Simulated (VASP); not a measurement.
Si (a cell with a defect), 64 atoms in the cell. The cell holds a defect, 64 atoms: a = 10.854 Å, b = 10.854 Å, c = 10.854 Å, α = 90.00°, β = 90.00°, γ = 90.00°. 

| Property | Result |
| --- | --- |
| Program | VASP 6.6.1 |
| Task | single point |
| Functional | PBEsol |
| Potentials or basis | VASP PAW PBE potentials, release 64 (Si) |
| Cutoff | 520 eV |
| k mesh | 3 × 3 × 3 |
| Occupations | gaussian, width 0.02 eV |
| Spin | no spin polarisation |
| Further INCAR settings | ALGO = Normal; EDIFF = 1e-06 |

Potentials or basis: VASP PAW PBE potentials, release 64 (Si).

Command:

```sh
$ cat potpaw_PBE.64/Si/POTCAR potpaw_PBE.64/Si/POTCAR > POTCAR
$ mpirun -np 8 vasp_std > vasp.out
```

Hardware: 8 MPI ranks on Intel(R) Xeon(R) Platinum 8488C (Sapphire Rapids), on a shared host.

Q: How long does it take, and how much memory?

A: Run time: 7.1 min on 8 MPI ranks on Intel(R) Xeon(R) Platinum 8488C (Sapphire Rapids), on a shared host, peak memory 0.41 GiB a rank. Counts: scf iterations 19, k points 4.
